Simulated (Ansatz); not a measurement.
# Ir: relaxation of cell and atoms with RPBE

Crystal: Ir.

```
Ir
1.0
     0.00000    1.91560    1.91560
     1.91560    0.00000    1.91560
     1.91560    1.91560    0.00000
Ir
1
Direct
  0.00000 0.00000 0.00000
```

| Quantity | Value |
| --- | --- |
| Program | Ansatz 0.2.0 |
| Task | relaxation of cell and atoms |
| Functional | RPBE |
| Potentials or basis | Ansatz PAW |
| Cutoff | 420 eV (not typed: the program's choice for these potentials) |
| k mesh | 12 × 12 × 12 |
| Occupations | fermi-dirac, width 0.05 eV |
| Spin | no spin polarisation |

| Item | Value |
| --- | --- |
| Relaxed volume | 14.66 Å³/atom |
| Relaxed cell | a = 2.747 Å, b = 2.747 Å, c = 2.747 Å, α = 60.00°, β = 60.00°, γ = 60.00° |
| Space group after relaxing (to 0.05 Å) | Fm-3m (No. 225) |
| Energy gained by relaxing | 27.6 meV/atom |
| Ionic steps | 5 |
| Pressure after relaxing | 0.0 GPa |

Step by step:
```
step  energy change (eV)  largest force (eV/Å)  volume (Å³)
   1              0.0000                0.0000        14.06
   2             -0.0268                0.0000        14.75
   3             -0.0273                0.0000        14.67
   4             -0.0273                0.0000        14.66
   5             -0.0276                0.0000        14.66
```

Final structure:
```yaml
crystal:
  lattice:
    - [0.00000, 1.94249, 1.94249]
    - [1.94249, 0.00000, 1.94249]
    - [1.94249, 1.94249, 0.00000]
  atoms:
    - { symbol: Ir, position: [0.00000, 0.00000, 0.00000] }
```

Run time: 2.5 s on 2 threads of Arm Neoverse V1, with other jobs on the host, peak memory 0.27 GiB.

Caveat: the plane-wave basis is chosen anew once the cell has moved, so the energies of steps on either side of that aren't comparable; the PAW data sets come from PBE, with cores solved anew for the run's functional, which leaves a small shift of forces and pressure. The run has no spin-orbit coupling, so splittings on Ir are missing.
